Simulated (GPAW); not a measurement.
# KCl (Pm-3m) in GPAW: single point with PBEsol

Aim: the single point of KCl with PBEsol.

All numbers are computed with GPAW 26.7.0; they aren't measurements. Logs are shortened: lines on timing, memory, paths and dates and some standing lists are left out, and cuts for length are marked. The log counts tension as positive stress, the text compression.

### Step 1. The crystal as given

Symmetry: Pm-3m, No. 221, cubic system. Conventional cell: a = 3.839 Å, b = 3.839 Å, c = 3.839 Å, α = 90.00°, β = 90.00°, γ = 90.00°. Around K (site symmetry m-3m) lie 8 Cl at 3.32 Å. Cl (site symmetry m-3m) has 8 K at 3.32 Å as nearest neighbours.

Measurements of this composition are mostly on another form, of space group No. 225.

### Step 2. Single point, PBEsol

run.py reads:

```python
from ase import Atoms
from ase.dft.bandgap import bandgap
from ase.io import write
from ase.units import GPa
from gpaw import GPAW, PW, setup_paths

setup_paths.insert(0, '.')

atoms = Atoms(['K', 'Cl'],
              cell=[[3.839196, 0.0, 0.0],
                    [0.0, 3.839196, 0.0],
                    [0.0, 0.0, 3.839196]],
              scaled_positions=[[0.0, 0.0, 0.0],
                                [0.5, 0.5, 0.5]],
              pbc=True)

calc = GPAW(mode=PW(450),
            xc='PBEsol',
            kpts={'size': (6, 6, 6), 'gamma': True},
            occupations={'name': 'fermi-dirac', 'width': 0.05},
            nbands=16,
            maxiter=120,
            txt='gpaw.txt')
atoms.calc = calc
energy = atoms.get_potential_energy()
forces = atoms.get_forces()
stress = atoms.get_stress()
calc.write('gs.gpw')
write('result.traj', atoms)
print(f'Energy: {energy:.6f} eV')
print('Forces (eV/A):')
print(forces.round(4))
print('Stress (GPa):', (stress / GPa).round(3))
print('Fermi level:', round(calc.get_fermi_level(), 4), 'eV')
print(f'Gap: {bandgap(calc)[0]:.4f} eV, direct: {bandgap(calc, direct=True)[0]:.4f} eV')
```

Potentials or basis: PAW data sets generated in the run's folder for this functional, pw.

Run with:

```
> gpaw-setup -f PBEsol Cl K
> OMP_NUM_THREADS=1 python run.py
```

gpaw.txt:

```text
__  _  _
 | _ |_)|_||  |
 |__||  | ||/\| - 26.7.0

Input parameters:
  mode=PW(ecut=450.00000000000006),
  kpts=MonkhorstPack(size=(6, 6, 6), gamma=True),
  maxiter=120,
  nbands=16,
  occupations=Occupations(name='fermi-dirac', width=0.05),
  xc=XC(name='PBEsol')

Diagonalizing LCAO Hamiltonian
Converting LCAO to pw mode
   .--------.
  /|        |
 * |        |
 | |        |
 | |  Cl    |
 | .--------.
 |/        /
 K--------*

Atoms  # Å, Bohr magnetons
|   | symbol |        x |        y |        z |    initial magnetic moments |
|---|--------|----------|----------|----------|-----------------------------|
| 0 |      K | 0.000000 | 0.000000 | 0.000000 | ( 0.0000,  0.0000,  0.0000) |
| 1 |     Cl | 1.919598 | 1.919598 | 1.919598 | ( 0.0000,  0.0000,  0.0000) |

Unit cell  # Å
| periodic |        x |        y |        z |  lengths |    angles |
|----------|----------|----------|----------|----------|-----------|
|      yes | 3.839196 | 0.000000 | 0.000000 | 3.839196 | 90.000000 |
|      yes | 0.000000 | 3.839196 | 0.000000 | 3.839196 | 90.000000 |
|      yes | 0.000000 | 0.000000 | 3.839196 | 3.839196 | 90.000000 |

Number of symmetries: 48
Symmetry operations  # r_c * U_cc + t_c -> r_c
|    | kind |            matrix            |
|----|------|------------------------------|
|  0 |  E   |  1, 0, 0,  0, 1, 0,  0, 0, 1 |
|  1 |  σ   |  1, 0, 0,  0, 1, 0,  0, 0,-1 |
|  2 |  σ   |  1, 0, 0,  0, 0, 1,  0, 1, 0 |
|  3 |  C4  |  1, 0, 0,  0, 0, 1,  0,-1, 0 |
|  4 |  C4  |  1, 0, 0,  0, 0,-1,  0, 1, 0 |
|  5 |  σ   |  1, 0, 0,  0, 0,-1,  0,-1, 0 |
|  6 |  σ   |  1, 0, 0,  0,-1, 0,  0, 0, 1 |
|  7 |  C2  |  1, 0, 0,  0,-1, 0,  0, 0,-1 |
|  8 |  σ   |  0, 1, 0,  1, 0, 0,  0, 0, 1 |
|  9 |  C2  |  0, 1, 0,  1, 0, 0,  0, 0,-1 |
| 10 |  C3  |  0, 1, 0,  0, 0, 1,  1, 0, 0 |
| 11 |  S6  |  0, 1, 0,  0, 0, 1, -1, 0, 0 |
| 12 |  S6  |  0, 1, 0,  0, 0,-1,  1, 0, 0 |
| 13 |  C3  |  0, 1, 0,  0, 0,-1, -1, 0, 0 |
| 14 |  C4  |  0, 1, 0, -1, 0, 0,  0, 0, 1 |
| 15 |  S4  |  0, 1, 0, -1, 0, 0,  0, 0,-1 |
| 16 |  C3  |  0, 0, 1,  1, 0, 0,  0, 1, 0 |
| 17 |  S6  |  0, 0, 1,  1, 0, 0,  0,-1, 0 |
| 18 |  σ   |  0, 0, 1,  0, 1, 0,  1, 0, 0 |
| 19 |  C4  |  0, 0, 1,  0, 1, 0, -1, 0, 0 |
| 20 |  C2  |  0, 0, 1,  0,-1, 0,  1, 0, 0 |
| 21 |  S4  |  0, 0, 1,  0,-1, 0, -1, 0, 0 |
| 22 |  S6  |  0, 0, 1, -1, 0, 0,  0, 1, 0 |
| 23 |  C3  |  0, 0, 1, -1, 0, 0,  0,-1, 0 |
| 24 |  S6  |  0, 0,-1,  1, 0, 0,  0, 1, 0 |
| 25 |  C3  |  0, 0,-1,  1, 0, 0,  0,-1, 0 |
| 26 |  C4  |  0, 0,-1,  0, 1, 0,  1, 0, 0 |
| 27 |  σ   |  0, 0,-1,  0, 1, 0, -1, 0, 0 |
| 28 |  S4  |  0, 0,-1,  0,-1, 0,  1, 0, 0 |
| 29 |  C2  |  0, 0,-1,  0,-1, 0, -1, 0, 0 |
| 30 |  C3  |  0, 0,-1, -1, 0, 0,  0, 1, 0 |
| 31 |  S6  |  0, 0,-1, -1, 0, 0,  0,-1, 0 |
| 32 |  C4  |  0,-1, 0,  1, 0, 0,  0, 0, 1 |
| 33 |  S4  |  0,-1, 0,  1, 0, 0,  0, 0,-1 |
| 34 |  S6  |  0,-1, 0,  0, 0, 1,  1, 0, 0 |
| 35 |  C3  |  0,-1, 0,  0, 0, 1, -1, 0, 0 |
| 36 |  C3  |  0,-1, 0,  0, 0,-1,  1, 0, 0 |
| 37 |  S6  |  0,-1, 0,  0, 0,-1, -1, 0, 0 |
| 38 |  σ   |  0,-1, 0, -1, 0, 0,  0, 0, 1 |
| 39 |  C2  |  0,-1, 0, -1, 0, 0,  0, 0,-1 |
| 40 |  σ   | -1, 0, 0,  0, 1, 0,  0, 0, 1 |
| 41 |  C2  | -1, 0, 0,  0, 1, 0,  0, 0,-1 |
| 42 |  C2  | -1, 0, 0,  0, 0, 1,  0, 1, 0 |
| 43 |  S4  | -1, 0, 0,  0, 0, 1,  0,-1, 0 |
| 44 |  S4  | -1, 0, 0,  0, 0,-1,  0, 1, 0 |
| 45 |  C2  | -1, 0, 0,  0, 0,-1,  0,-1, 0 |
| 46 |  C2  | -1, 0, 0,  0,-1, 0,  0, 0, 1 |
| 47 |  i   | -1, 0, 0,  0,-1, 0,  0, 0,-1 |

BZ-sampling:
  Number of BZ points: 216
  Number of IBZ points: 20

  Monkhorst-Pack size: [6, 6, 6]
  Monkhorst-Pack shift: [0.08333333333333333, 0.08333333333333333, 0.08333333333333333]

K-points  # in reciprocal-cell coordinates
|     |                                coordinates |     weight |
|-----|--------------------------------------------|------------|
|   0 | (  0.00000000,   0.00000000,   0.00000000) | 0.00462963 |
|   1 | (  0.16666667,   0.00000000,   0.00000000) | 0.02777778 |
|   2 | (  0.16666667,   0.16666667,   0.00000000) | 0.05555556 |
|   3 | (  0.16666667,   0.16666667,   0.16666667) | 0.03703704 |
|   4 | (  0.33333333,   0.00000000,   0.00000000) | 0.02777778 |
|   5 | (  0.33333333,   0.16666667,   0.00000000) | 0.11111111 |
|   6 | (  0.33333333,   0.16666667,   0.16666667) | 0.11111111 |
|   7 | (  0.33333333,   0.33333333,   0.00000000) | 0.05555556 |
|   8 | (  0.33333333,   0.33333333,   0.16666667) | 0.11111111 |
|   9 | (  0.33333333,   0.33333333,   0.33333333) | 0.03703704 |
| ... |                                            |            |
|  19 | (  0.50000000,   0.50000000,   0.50000000) | 0.00462963 |

Plane wave coefficients: 1253
Cutoff: 450.00000000000006 eV

Spin-components: 1 (collinear spins)
Bands:           16
Projectors:      10
Spin-degeneracy: 2
Datatype:        complex128

Parallelization:
  kpt:    1
  domain: 1
  band:   1

Density:
  Valence electrons: 16.0
  Components: 1
  Grid points: [20 20 20]
  Charge: 0.0  # |e|

Potential:
  Grid points: [20 20 20]

species:
  K:
    name:    Potassium
    Z:       19.0
    valence: 9
    core:    10
    charge:  0.0  # [|e|]
    compensation charges:
      type: gauss
      rc: 0.35  # [Å]
      lmax: 2
    cutoffs:
      filter: 1.91  # [Å]
      core: 1.27  # [Å]
    projectors
    | kind |    occ | energy [eV] | rcut [Å] |
    |------|--------|-------------|----------|
    |   3s |  2.000 |     -35.262 |    1.122 |
    |   4s |  1.000 |      -2.301 |    1.122 |
    |   3p |  6.000 |     -18.797 |    1.106 |
    |    p |        |       8.414 |    1.106 |
    |    d |        |       0.000 |    0.937 |

    Using partial waves for K as LCAO basis

  Cl:
    name:    Chlorine
    Z:       17.0
    valence: 7
    core:    10
    charge:  0.0  # [|e|]
    compensation charges:
      type: gauss
      rc: 0.25  # [Å]
      lmax: 2
    cutoffs:
      filter: 1.40  # [Å]
      core: 1.49  # [Å]
    projectors
    | kind |    occ | energy [eV] | rcut [Å] |
    |------|--------|-------------|----------|
    |   3s |  2.000 |     -20.615 |    0.794 |
    |   3p |  5.000 |      -8.561 |    0.794 |
    |    s |        |       6.597 |    0.794 |
    |    p |        |      18.651 |    0.794 |
    |    d |        |       0.000 |    0.794 |

    Using partial waves for Cl as LCAO basis

Reference energy: -28896.529748  # eV

eigensolver:
  PPCG
  Converge bands: occupied
  niter=2

density mixing:
  MSR1-Mixer
  Pratt-step length: 0.05
  Maximum mixing coefficient: 0.75
  Old densities: 10
  SVD Regularization: 0.005
  Good broyden scale: 1.0
  Trust region scale: 1.0
  Backstep threshold: 4.0
  History deletion threshold: 6.0
  Fourier metric: weight=20.0, sigma=0.015

occupation numbers:
  Fermi-Dirac:
    width: 0.0500  # eV

poisson solver:
  ecut: 3600.0000000000005  # eV

xc functional:
  name: PBEsol with 2 nearest neighbor stencil

convergence criteria:
- Maximum [total energy] change in last 3 cyles: 0.0005 eV / valence electron
- Maximum integral of absolute [dens]ity change: 0.0001 electrons / valence electron
- Maximum integral of absolute [eigenst]ate change: 4e-08 eV^2 / valence electron
maximum number of iterations: 120

SCF iterations
|iter     | |      energy | eigst |  dens |
|---------|-|-------------|-------|-------|
|iter:   1| |   -7.265115 | -0.38 |       |
|iter:   2| |   -7.222703 | -2.43 | -1.34 |
|iter:   3| |   -7.027868 | -1.94 | -1.37 |
|iter:   4| |   -7.024879 | -3.16 | -1.72 |
|iter:   5| |   -7.025367c| -4.40 | -2.12 |
|iter:   6| |   -7.025455c| -5.53 | -2.76 |
|iter:   7| |   -7.025461c| -6.97 | -3.48 |
|iter:   8| |   -7.025461c| -7.91c| -4.06c|

Converged in 8 steps
Energy contributions relative to reference atoms: (reference = -28896.529748)

Energy contributions:
  Kinetic:           1.105487
  Coulomb:          -0.753477
  Zero:             -0.669490
  External:          0.000000
  Xc:               -6.707982
  Entropy:          -0.000000
  Spinorbit:         0.000000
  ----------------------------
  Free energy:      -7.025461
  Extrapolated:     -7.025461

dipole moment: (-13.992034, -13.992034, -13.992034)  # |e|*Ang

Fermi level: 2.676
Eigenvalues  # (at kpt = [0.000, 0.000, 0.000])
| band index |      eig [eV] | occ [0-2] |
|------------|---------------|-----------|
|          0 |       -27.109 |     2.000 |
|          1 |       -11.781 |     2.000 |
|          2 |       -10.591 |     2.000 |
|          3 |       -10.591 |     2.000 |
|          4 |       -10.591 |     2.000 |
|          5 |         0.554 |     2.000 |
[... 8 lines left out ...]
|         14 |        14.085 |     0.000 |
|         15 |        14.086 |     0.000 |

Gap: 4.626 eV
Transition (v -> c):
  (s=0, k=16, n=7, [0.50, 0.50, 0.00]) -> (s=0, k=0, n=8, [0.00, 0.00, 0.00])
Direct/indirect transitions are different
Direct gap: 4.834 eV
Transition at: (s=0, k=0, n=7, [0.00, 0.00, 0.00])

Forces  # eV/Ang
|       x |       y |       z |
|---------|---------|---------|
| 0.00000 | 0.00000 | 0.00000 |  # K    0
| 0.00000 | 0.00000 | 0.00000 |  # Cl   1

Stress tensor  # eV/Ang^3
|        x |        y |        z |
|----------|----------|----------|
| 0.012239 | 0.000000 | 0.000000 |
| 0.000000 | 0.012239 | 0.000000 |
| 0.000000 | 0.000000 | 0.012239 |

# Writing to gs.gpw (mode='')
```

Run time: 6.2 s. Hardware: 1 thread of Arm Neoverse V2, shared host; peak memory 0.14 GiB.

What came out:

| Quantity | Value |
| --- | --- |
| Free energy | -7.0255 eV |
| Pressure | -2.0 GPa |
| Band gap on the k mesh | 4.63 eV, indirect (least direct gap 4.83 eV) |

Caveat: the cutoff is short for stress and forces, so pressures can be off by a GPa or more.
